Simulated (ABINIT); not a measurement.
# Quasiparticle gap of GaN (P6_3mc) in ABINIT

Aim: the G0W0 gap of GaN (P6_3mc) on PBE, step by step.

Calculated with ABINIT 10.8.3; PBE and many-body steps on it, plane waves.

The database entry behind the starting cell differs from later determinations by our own check (about 0.3 % short, ideal inner coordinate), so it need not match the best structure at ambient conditions.

### 1. The structure

Symmetry: P6_3mc, No. 186, hexagonal system. The conventional cell has a = 3.180 Å, b = 3.180 Å, c = 5.166 Å, α = 90.00°, β = 90.00°, γ = 120.00°. Nearest to Ga lie 4 N at 1.94 to 1.95 Å. Nearest to N lie 4 Ga at 1.94 to 1.95 Å. Farther neighbours and most contacts between anions are not listed.

The cell and positions come from the Crystallography Open Database and are kept as given unless a step says otherwise.

### 2. Ground state

This step: ABINIT 10.8.3; DFT, PBE, plane waves, norm-conserving pseudopotentials.

The ground-state density comes first.

File run.abi:

```
acell 3*1.0 Angstrom
rprim 
  3.179999999980 0.000000000005 0.000000000000
  -1.589999999994 2.753960784015 0.000000000000
  0.000000000000 0.000000000000 5.166000000000
ntypat 2
znucl 31 7
natom 4
typat 1 1 2 2
xred 
  0.333333333333 0.666666666667 0.000000000000
  0.666666666667 0.333333333333 0.500000000000
  0.333333333333 0.666666666667 0.375000000000
  0.666666666667 0.333333333333 0.875000000000
pp_dirpath "pseudos"
pseudos "Ga.upf, N.upf"
ecut 45
ngkpt 6 6 4
nshiftk 1
shiftk 0 0 0
kptopt 1
chksymbreak 0
nband 32
occopt 1
tolvrs 1e-10
nstep 60
prtwf 0
optforces 0
optstress 0
indata_prefix "in"
outdata_prefix "out"
tmpdata_prefix "tmp"
```

Command:

```bash
$ OMP_NUM_THREADS=1 mpirun -n 4 abinit run.abi > log
```

Numbers of over 12 decimals in the logs are rounded to 6 here.

Log:

```text
.Version 10.8.3 of ABINIT. v10.8.2 released Aug 2026.

 Symmetries : space group P6_3 m c (#186); Bravais hP (primitive hexag.)
================================================================================
 Values of the parameters that define the memory need of the present run
     intxc =       0    ionmov =       0      iscf =       7    lmnmax =       6
     lnmax =       6     mgfft =      60  mpssoang =       3    mqgrid =    3001
     natom =       4  nloc_mem =       1    nspden =       1   nspinor =       1
    nsppol =       1      nsym =      12    n1xccc =    2501    ntypat =       2
    occopt =       1   xclevel =       2
-    mband =          32        mffmem =           1         mkmem =           6
       mpw =        4428          nfft =       96000          nkpt =          21
================================================================================
  Rough estimation (10% accuracy) of disk space for files :
================================================================================

--------------------------------------------------------------------------------
------------- Echo of variables that govern the present computation ------------
--------------------------------------------------------------------------------
 -outvars: echo values of preprocessed input variables --------
            acell      1.8897261259E+00  1.8897261259E+00  1.8897261259E+00 Bohr

      chksymbreak           0
             ecut      4.50000000E+01 Hartree
-          fftalg         312

              ixc     -101130
              kpt      0.00000000E+00  0.00000000E+00  0.00000000E+00
                       1.66666667E-01  0.00000000E+00  0.00000000E+00
                       3.33333333E-01  0.00000000E+00  0.00000000E+00
                       5.00000000E-01  0.00000000E+00  0.00000000E+00
                       1.66666667E-01  1.66666667E-01  0.00000000E+00
                       3.33333333E-01  1.66666667E-01  0.00000000E+00
                       3.33333333E-01  3.33333333E-01  0.00000000E+00
                       0.00000000E+00  0.00000000E+00  2.50000000E-01
                       1.66666667E-01  0.00000000E+00  2.50000000E-01
   [... 10 further rows ...]
                       3.33333333E-01  1.66666667E-01  5.00000000E-01
                       3.33333333E-01  3.33333333E-01  5.00000000E-01
         kptrlatt        6    0    0      0    6    0      0    0    4
          kptrlen      3.60559745E+01
P           mkmem           6
            natom           4
            nband          32
            ngfft          40      40      60
             nkpt          21
            nstep          60
             nsym          12
           ntypat           2
              occ      2.000000  2.000000  2.000000  2.000000  2.000000  2.000000
                       2.000000  2.000000  2.000000  2.000000  2.000000  2.000000
                       2.000000  2.000000  2.000000  2.000000  2.000000  2.000000
                       2.000000  2.000000  2.000000  2.000000  2.000000  2.000000
                       2.000000  2.000000  0.000000  0.000000  0.000000  0.000000
                       0.000000  0.000000
        optforces           0
        optstress           0
            prtwf           0
            rprim      3.1800000000E+00  5.0000000000E-12  0.0000000000E+00
[...]
spgroup         186

           tolvrs      1.00000000E-10

             xred      3.3333333333E-01  6.6666666667E-01  1.1102230246E-16
[...]
znucl       31.00000    7.00000

================================================================================

 chkinp: Checking input parameters for consistency.

================================================================================
== DATASET  1 ==================================================================
-   mpi_nproc: 4, omp_nthreads: 1 (-1 if OMP is not activated)

--- !DatasetInfo
iteration_state: {dtset: 1, }
dimensions: {natom: 4, nkpt: 21, mband: 32, nsppol: 1, nspinor: 1, nspden: 1, mpw: 4428, }
cutoff_energies: {ecut:  45.0, pawecutdg:  -1.0, }
electrons: {nelect:   5.20000000E+01, charge:   0.00000000E+00, occopt:   1.00000000E+00, tsmear:   1.00000000E-02, }

 Real(R)+Recip(G) space primitive vectors, cartesian coordinates (Bohr,Bohr^-1):
 R(1)=  6.0093291  0.0000000  0.0000000  G(1)=  0.1664079  0.0960757  0.0000000
 R(2)= -3.0046645  5.2042316  0.0000000  G(2)=  0.0000000  0.1921513  0.0000000
 R(3)=  0.0000000  0.0000000  9.7623252  G(3)=  0.0000000  0.0000000  0.1024346
 Unit cell volume ucvol=  3.0530638E+02 bohr^3
 Angles (23,13,12)=  9.00000000E+01  9.00000000E+01  1.20000000E+02 degrees

 getcut: wavevector=  0.0000  0.0000  0.0000  ngfft=  40  40  60
         ecut(hartree)=     45.000   => boxcut(ratio)=   2.03529

--- Pseudopotential description ------------------------------------------------
- Ga Generated using ONCVPSP code by D. R. Hamann
- 31.00000  21.00000  171031                  znucl, zion, pspdat
12 -101130 2 -1 1902                          pspcod,pspxc,lmax,lloc,mmax
     nproj     2     2     2
  pspatm : epsatm=   21.85474337
         --- l  ekb(1:nproj) -->
[...]
pspatm: atomic psp has been read  and splines computed

- N Generated using ONCVPSP code by D. R. Hamann
-  7.00000   5.00000  171031                  znucl, zion, pspdat
12 -101130 1 -1 1058                          pspcod,pspxc,lmax,lloc,mmax
     nproj     2     2     0
  pspatm : epsatm=    5.20977870
         --- l  ekb(1:nproj) -->
[...]
pspatm: atomic psp has been read  and splines computed

   2.81471030E+03                                ecore*ucvol(ha*bohr**3)
--------------------------------------------------------------------------------

_setup2: Arith. and geom. avg. npw (full set) are    4401.646    4401.635

================================================================================

--- !BeginCycle
iteration_state: {dtset: 1, }
solver: {iscf: 7, nstep: 60, nline: 4, wfoptalg: 0, }
tolerances: {tolvrs: 1.00E-10, }

     iter   Etot(hartree)      deltaE(h)  residm     vres2
 ETOT  1  -514.92082250196    -5.149E+02 7.161E-01 2.271E+03
 ETOT  2  -516.81090997342    -1.890E+00 8.366E-02 3.234E+03
 ETOT  3  -517.42688839870    -6.160E-01 6.563E-02 5.643E+01
 ETOT  4  -517.43207228461    -5.184E-03 6.894E-02 3.072E+01
 ETOT  5  -517.43527471752    -3.202E-03 8.294E-03 6.044E+00
 ETOT  6  -517.43636040844    -1.086E-03 2.939E-03 2.488E-01
 ETOT  7  -517.43640550944    -4.510E-05 9.695E-04 4.025E-02
 ETOT  8  -517.43641252824    -7.019E-06 2.041E-04 4.116E-03
 ETOT  9  -517.43641328477    -7.565E-07 3.526E-04 4.026E-05
 ETOT 10  -517.43641329431    -9.549E-09 8.301E-04 1.434E-07
 ETOT 11  -517.43641329437    -5.150E-11 1.060E-03 3.490E-09
 ETOT 12  -517.43641329437    -6.708E-12 1.318E-03 6.205E-11

 At SCF step   12       vres2   =  6.21E-11 < tolvrs=  1.00E-10 =>converged.

--- !ResultsGS
iteration_state: {dtset: 1, }
comment   : Summary of ground state results
lattice_vectors:
- [  6.0093291,   0.0000000,   0.0000000, ]
- [ -3.0046645,   5.2042316,   0.0000000, ]
- [  0.0000000,   0.0000000,   9.7623252, ]
lattice_lengths: [   6.00933,    6.00933,    9.76233, ]
lattice_angles: [ 90.000,  90.000, 120.000, ] # degrees, (23, 13, 12)
lattice_volume:   3.0530638E+02
convergence: {deltae: -6.708E-12, res2:  6.205E-11, residm:  1.318E-03, diffor:  0.000E+00, }
etotal    :  -5.17436413E+02
entropy   :   0.00000000E+00
fermie    :   2.58513345E-01
cartesian_stress_tensor: null
pressure_GPa: null
xred      :
- [  3.3333E-01,   6.6667E-01,   1.1102E-16, Ga]
- [  6.6667E-01,   3.3333E-01,   5.0000E-01, Ga]
- [  3.3333E-01,   6.6667E-01,   3.7500E-01,  N]
- [  6.6667E-01,   3.3333E-01,   8.7500E-01,  N]
cartesian_forces: null
force_length_stats: {min: null, max: null, mean: null, }

 Integrated electronic density in atomic spheres:
 ------------------------------------------------
 Atom  Sphere_radius  Integrated_density
[...]
4        2.00000          5.27233740
================================================================================

 ----iterations are completed or convergence reached----

 Mean square residual over all n,k,spin=   20.858E-07; max=  13.185E-04
 reduced coordinates (array xred) for    4 atoms
       0.333333333333      0.666666666667      0.000000000000
       0.666666666667      0.333333333333      0.500000000000
       0.333333333333      0.666666666667      0.375000000000
       0.666666666667      0.333333333333      0.875000000000
 rms dE/dt=  0.0000E+00; max dE/dt=  0.0000E+00; dE/dt below (all hartree)
    1       0.000000000000      0.000000000000      0.000000000000
    2       0.000000000000      0.000000000000      0.000000000000
    3       0.000000000000      0.000000000000      0.000000000000
    4       0.000000000000      0.000000000000      0.000000000000

 cartesian coordinates (angstrom) at end:
    1     -2.67e-12     1.835974     0.000000
    2      1.590000     0.917987     2.583000
    3     -2.67e-12     1.835974     1.937250
    4      1.590000     0.917987     4.520250
 length scales=  1.889726125908  1.889726125908  1.889726125908 bohr
              =  1.000000000000  1.000000000000  1.000000000000 angstroms
 prteigrs : about to open file out_EIG
 Fermi (or HOMO) energy (hartree) =   0.25851   Average Vxc (hartree)=  -0.43328
 Eigenvalues (hartree) for nkpt=  21  k points:
 kpt#   1, nband= 32, wtk=  0.00694, kpt=  0.0000  0.0000  0.0000 (reduced coord)
  -4.97080   -4.97080   -3.15811   -3.15802   -3.15802   -3.15797   -3.15797   -3.15792
  -0.33112   -0.29782   -0.24001   -0.23911   -0.23911   -0.23703   -0.23703   -0.23002
  -0.23002   -0.22652   -0.22652   -0.17866   -0.00361    0.21957    0.21957    0.25628
   0.25851    0.25851    0.33182    0.41761    0.59872    0.62503    0.62503    0.65916
 prteigrs : prtvol=0 or 1, do not print more k-points.

--- !EnergyTerms
iteration_state     : {dtset: 1, }
comment             : Components of total free energy in Hartree
kinetic             :  2.55484593629037E+02
hartree             :  2.00277848684858E+02
xc                  : -5.79576865800347E+01
Ewald energy        : -2.71479429302164E+02
psp_core            :  9.21929742789184E+00
local_psp           : -5.32238395717630E+02
non_local_psp       : -1.20742641436331E+02
total_energy        : -5.17436413294373E+02
total_energy_eV     : -1.40801620998882E+04
band_energy         : -6.17472971759576E+01

== END DATASET(S) ==============================================================
================================================================================

 -outvars: echo values of variables after computation  --------
           etotal     -5.1743641329E+02
            nband          32
             nkpt          21
          spgroup         186
 [... the other variables as echoed above ...]

 Calculation completed.
```

The job ended after 38 s (4 MPI ranks of Arm Neoverse V1, shared host; peak memory 0.35 GiB; 2.5 min of CPU time).

This step gave:

```
total energy               : -14080.1621 eV
gap                        : 1.995 eV
k of the valence top       : 0, 0, 0
k of the conduction bottom : 0, 0, 0
least direct gap           : 1.995 eV
```

The gap is direct, at Γ.

(Part 1 of 3 ends here.)

[Paths, hosts, dates, memory and timing lines, banners, echoed tables and standing remarks are left out of the program output.]

[Logs are printed without paths, hosts, clocks, repeated set-up lines and the standing remarks that a program may print on its own settings, such as how far it seeks lower states.]

[Runs of the session that timed out or met a known fault of the program may be left out.]

[Hosts, paths, dates, database ids (printed as entryN), source tags and the programs' standing remarks are cut or masked in the printed files.]

[G0W0 gaps are taken among the corrected bands and points alone; a level outside them can change the order at an edge.]

[Where Ansatz stands beside ABINIT at settings called matched, ABINIT's density can come from a denser mesh and the files from another edition; pairs whose starting gaps differed by over 0.03 eV were left out, so agreement reads better than it is.]
